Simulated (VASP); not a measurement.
Here is a VASP 6.6.1 calculation.

Contents of POSCAR:

```
MoS2
1.0
    3.1916000000      0.0000000000      0.0000000000
   -1.5958000000      2.7366402760      0.0000000000
    0.0000000000      0.0000000000     20.0000000000
  Mo              S
     1     2
Direct
     0.3329567366656592    0.6659134734313272    0.5000000000000000
     0.6668549650171719    0.3337099299343349    0.5782505479747534
     0.6668549650171719    0.3337099299343349    0.4217494520252466
```

Contents of INCAR.step1:

```
SYSTEM = MoS2
PREC = Accurate ; ENCUT = 600
EDIFF = 1E-8 ; ISMEAR = -1
SIGMA = 0.05 ; LREAL = .FALSE.
LASPH = .TRUE. ; NELM = 80
ALGO = Normal ; ISIF = 2
LWAVE = .FALSE. ; LCHARG = .FALSE.
GGA = PE ; IBRION = 2
NSW = 40 ; EDIFFG = -0.002
KPAR = 4
```

The input INCAR.step2:

```
SYSTEM = MoS2
PREC = Accurate ; ENCUT = 600
EDIFF = 1E-8 ; ISMEAR = -1
SIGMA = 0.05 ; LREAL = .FALSE.
LASPH = .TRUE. ; NELM = 80
ALGO = Normal ; ISIF = 2
LWAVE = .FALSE. ; LCHARG = .FALSE.
GGA = PE ; IBRION = 6
NFREE = 2 ; POTIM = 0.015
NSW = 1 ; KPAR = 4
```

File KPOINTS:

```
regular mesh
0
G
  12 12 1
  0 0 0
```

Potentials or basis: VASP PAW PBE potentials, release 64 (Mo_sv, S).

Run with:

```console
$ cat potpaw_PBE.64/Mo_sv/POTCAR potpaw_PBE.64/S/POTCAR > POTCAR
$ cp INCAR.step1 INCAR
$ mpirun -np 4 vasp_std > vasp.out
$ cp CONTCAR POSCAR
$ cp INCAR.step2 INCAR
$ mpirun -np 4 vasp_std > vasp.out
```

(1) Estimate the highest phonon frequency at Γ, LO-TO splitting left out.

Results:

(1) 460 cm⁻¹.
